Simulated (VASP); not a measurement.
# TiSe2 (P-3m1) in VASP: notebook, part 2 of 2

VASP 6.6.1. The steps go on from the part before.

## 3. Relaxation of cell and atoms, LDA, target pressure 3.12 GPa, at which the enthalpy is minimised

The COD entry that gives the cell may itself be a prediction, so a difference from it is no test against experiment.

This run uses another cell than the first one, of 21.67 Å³/atom, 0.908 times its volume.

INCAR

```
ALGO     = Normal         # electronic algorithm
EDIFF    = 1E-6           # SCF threshold, eV
EDIFFG   = -0.01          # ionic threshold
ENCUT    = 600            # plane-wave cutoff, eV
IBRION   = 2              # ionic algorithm
ISIF     = 3              # what is computed and relaxed
ISMEAR   = 1              # smearing method
LASPH    = T              # aspherical terms in the spheres
LCHARG   = F              # write CHGCAR
LREAL    = F              # projectors in reciprocal space
LWAVE    = F              # write WAVECAR
NELM     = 80             # most SCF steps
NSW      = 90             # ionic steps
PREC     = Accurate       # precision mode
PSTRESS  = 31.2         
SIGMA    = 0.1            # smearing width, eV
```

KPOINTS

```
k-points
0
Gamma
  12 12 6
```

POSCAR

```
TiSe2
1.0
    3.5360000000      0.0000000000      0.0000000000
   -1.7680000000      3.0622658278      0.0000000000
    0.0000000000      0.0000000000      6.0040000000
Ti Se
1 2
Direct
    0.0000000000      0.0000000000      0.0000000000
    0.3333333333      0.6666666667      0.2552000000
    0.6666666667      0.3333333333      0.7448000000
```

Potentials or basis: VASP PAW LDA potentials, release 64 (Ti_sv, Se).

Launch:

```bash
$ cat potpaw_LDA.64/Ti_sv/POTCAR potpaw_LDA.64/Se/POTCAR > POTCAR
$ mpirun -np 1 vasp_std > vasp.out
```

OUTCAR:

```text
EDIFF = 1E-6
   EDIFFG = -0.01
   ENCUT = 600
   IBRION = 2
   ISIF = 3
   ISMEAR = 1
   LASPH = T
   LREAL = F
   NELM = 80
   NSW = 90
   PREC = Accurate
   PSTRESS = 31.2

 ion  position               nearest neighbor table
   1  0.000  0.000  0.000-   2 2.55   3 2.55   3 2.55   2 2.55   3 2.55   2 2.55
   2  0.333  0.667  0.255-   1 2.55   1 2.55   1 2.55
   3  0.667  0.333  0.745-   1 2.55   1 2.55   1 2.55

  LATTYP: Found a hexagonal cell.
 ALAT       =     3.5360000000
 C/A-ratio  =     1.6979638009

  Lattice vectors:

 A1 = (   3.5360000000,   0.0000000000,   0.0000000000)
 A2 = (  -1.7680000000,   3.0622658278,   0.0000000000)
 A3 = (   0.0000000000,   0.0000000000,   6.0040000000)

Analysis of symmetry for initial positions (statically):
=====================================================================
 Subroutine PRICEL returns:
 Original cell was already a primitive cell.

 Routine SETGRP: Setting up the symmetry group for a
 hexagonal supercell.

 Subroutine GETGRP returns: Found 12 space group operations
 (whereof 12 operations were pure point group operations)
 out of a pool of 24 trial point group operations.

The static configuration has the point symmetry D_3d.

Analysis of symmetry for dynamics (positions and initial velocities):
=====================================================================
 Subroutine PRICEL returns:
 Original cell was already a primitive cell.

 Routine SETGRP: Setting up the symmetry group for a
 hexagonal supercell.

 Subroutine GETGRP returns: Found 12 space group operations
 (whereof 12 operations were pure point group operations)
 out of a pool of 24 trial point group operations.

The dynamic configuration has the point symmetry D_3d.

 Subroutine INISYM returns: Found 12 space group operations
 (whereof 12 operations are pure point group operations),
 and found     1 'primitive' translations
[... 137 lines left out ...]

 number of electron      24.0000002 magnetization

 Free energy of the ion-electron system (eV)
  ---------------------------------------------------
  ext. energy  EPLUGINS =         0.00000000
  ---------------------------------------------------
  free energy    TOTEN  =       -20.27174154 eV

  energy without entropy =      -20.27213386  energy(sigma->0) =      -20.27187231

------------------------ aborting loop because EDIFF is reached ----------------------------------------

  FORCE on cell =-STRESS in cart. coord.  units (eV):
  Direction    XX          YY          ZZ          XY          YZ          ZX
  --------------------------------------------------------------------------------------
  -------------------------------------------------------------------------------------
  Total       -1.9735813     -1.9735813     -1.5669476      0.0000000     -0.0000000      0.0000000
  in kB      -48.6373346    -48.6373346    -38.6161727      0.0000000     -0.0000000      0.0000000
  external PRESSURE =     -76.4969473 kB  Pullay stress =      31.2000000 kB
[... 100 lines left out ...]
  energy  without entropy=      -20.3053517840  energy(sigma->0) =      -20.30522289

  enthalpy is  TOTEN    =       -19.1345394239 eV   P V=        1.1706190260

[... ionic steps 4 to 11 ...]

--------------------------------------- Ionic step       12  -------------------------------------------

 number of electron      23.9999997 magnetization

------------------------ aborting loop because EDIFF is reached ----------------------------------------
[... 73 lines left out ...]
--------------------------------------- Ionic step       14  -------------------------------------------

 number of electron      23.9999997 magnetization

 Free energy of the ion-electron system (eV)
  ---------------------------------------------------
  ext. energy  EPLUGINS =         0.00000000
  ---------------------------------------------------
  free energy    TOTEN  =       -20.31121752 eV

  energy without entropy =      -20.31119884  energy(sigma->0) =      -20.31121129

 E-fermi :   6.3405     XC(G=0): -11.0230

 val. band max:        6.3232525431   @ k =   0.5000   0.0000   0.1667
 cond. band min:       6.3452607369   @ k =   0.5000   0.0000   0.0000
 fundamental gap:      0.0220081938
 Fermi energy:         6.3404776249

 k-point     1 :       0.0000    0.0000    0.0000
  band No.  band energies     occupation
      1     -50.2307      2.00000
      2     -26.8881      2.00000
      3     -26.8460      2.00000
      4     -26.8460      2.00000
      5      -8.3749      2.00000
      6      -6.3594      2.00000
[... 433 lines left out ...]
      3     -26.8792      2.00000
      4     -26.8544      2.00000
      5      -7.9361      2.00000
      6      -6.3986      2.00000
[... 8 lines left out ...]
     15       8.1033     -0.00000
     16       9.5562      0.00000

 [... further k-points ...]

------------------------ aborting loop because EDIFF is reached ----------------------------------------

  FORCE on cell =-STRESS in cart. coord.  units (eV):
  Direction    XX          YY          ZZ          XY          YZ          ZX
  --------------------------------------------------------------------------------------
  -------------------------------------------------------------------------------------
  Total        1.1221200      1.1221200      1.1059425      0.0000000     -0.0000000      0.0000000
  in kB       31.9366540     31.9366541     31.4762256      0.0000000     -0.0000000      0.0000000
  external PRESSURE =       0.5831779 kB  Pullay stress =      31.2000000 kB
[... 22 lines left out ...]
  energy  without entropy=      -20.3111988385  energy(sigma->0) =      -20.31121129

  enthalpy is  TOTEN    =       -19.2149804381 eV   P V=        1.0962370790

 reached required accuracy - stopping structural energy minimisation
```

OSZICAR:

```text
N       E                     dE             d eps       ncg     rms          rms(c)
DAV:   1     0.208220753372E+03    0.20822E+03   -0.12611E+04  3200   0.163E+03
DAV:   2    -0.991290769346E+00   -0.20921E+03   -0.20722E+03  3448   0.384E+02
[... 144 lines left out ...]
  13 F= -.19214927E+02 E0= -.19214925E+02  d E =-.612774E-03
       N       E                     dE             d eps       ncg     rms          rms(c)
DAV:   1    -0.203113716955E+02   -0.10906E-02   -0.80767E-03  3560   0.109E+00    0.982E-02
DAV:   2    -0.203112807908E+02    0.90905E-04   -0.12590E-03  3240   0.373E-01    0.484E-02
DAV:   3    -0.203112402710E+02    0.40520E-04   -0.56076E-04  4200   0.146E-01    0.388E-02
DAV:   4    -0.203112165466E+02    0.23724E-04   -0.16259E-04  4496   0.118E-01    0.132E-02
DAV:   5    -0.203112175171E+02   -0.97058E-06   -0.89073E-06  3768   0.277E-02
  14 F= -.19214980E+02 E0= -.19214974E+02  d E =-.535746E-04
```

Wall time 6.4 min (1 thread of Intel Xeon 6975P-C (Granite Rapids), shared host); peak memory 0.27 GiB.

What came out:

```yaml
Free_energy: -20.3112 eV
Relaxed_volume: 18.76 Å³/atom
Relaxed_cell: a = 3.392 Å, b = 3.392 Å, c = 5.648 Å, α = 90.00°, β = 90.00°, γ = 120.00°
Space_group_after_relaxing_to_0.05_Å: P-3m1 (No. 164)
Energy_change_on_relaxing_the_enthalpy_is_what_falls: -13.2 meV/atom
Ionic_steps: 14
Pressure_after_relaxing: 3.2 GPa
Largest_force_after_relaxing: 0.003 eV/Å
Band_gap_on_the_k_mesh: none (metal or under the smearing width)
```

Forces on the atoms (eV/Å):
```
Ti   0.000  0.000  0.000
Se   0.000  0.000 -0.003
Se   0.000  0.000  0.003
```

Step by step:
```csv
step,energy change (eV),largest force (eV/Å),pressure (GPa),volume (Å³)
1,0.0000,0.2554,-4.53,65.01
2,0.1778,1.6985,12.40,55.75
3,-0.0334,0.6380,2.79,60.11
4,-0.0473,0.4635,2.77,59.15
5,-0.0306,0.0001,3.02,56.93
6,-0.0387,0.0840,2.96,57.30
7,-0.0408,0.0737,3.24,56.73
8,-0.0333,0.0474,3.74,56.01
9,-0.0466,0.1662,1.81,56.82
10,-0.0388,0.0196,3.12,56.26
11,-0.0387,0.0181,3.11,56.26
12,-0.0362,0.0144,3.44,56.13
13,-0.0385,0.0165,3.17,56.25
14,-0.0395,0.0032,3.18,56.29
```

Final structure:
```
Ti Se
1.0
     3.39247    0.00000    0.00000
    -1.69623    2.93796    0.00000
     0.00000    0.00000    5.64805
Ti Se
1 2
Direct
  0.00000 0.00000 0.00000
  0.33333 0.66667 0.27394
  0.66667 0.33333 0.72606
```

Levels at points of the mesh, in eV from the Fermi level:
```
           k point  band 9  band 10  band 11  band 12  band 13  band 14  band 15  band 16
(0.00, 0.00, 0.00)   -2.25     0.51     0.59     0.59     0.73     0.86     0.86     3.46
(0.50, 0.00, 0.00)   -3.16    -3.04    -2.23    -1.50     0.00     1.69     2.15     3.44
(0.00, 0.00, 0.50)   -2.13    -2.13     0.38     0.38     0.55     0.55     1.46     4.13
(0.50, 0.00, 0.50)   -3.00    -2.68    -0.92    -0.65    -0.40     1.68     2.12     3.18
```

Caveat: the cell is relaxed towards a set pressure, so the enthalpy falls and the energy may rise. LDA usually gives volumes a few per cent too small.
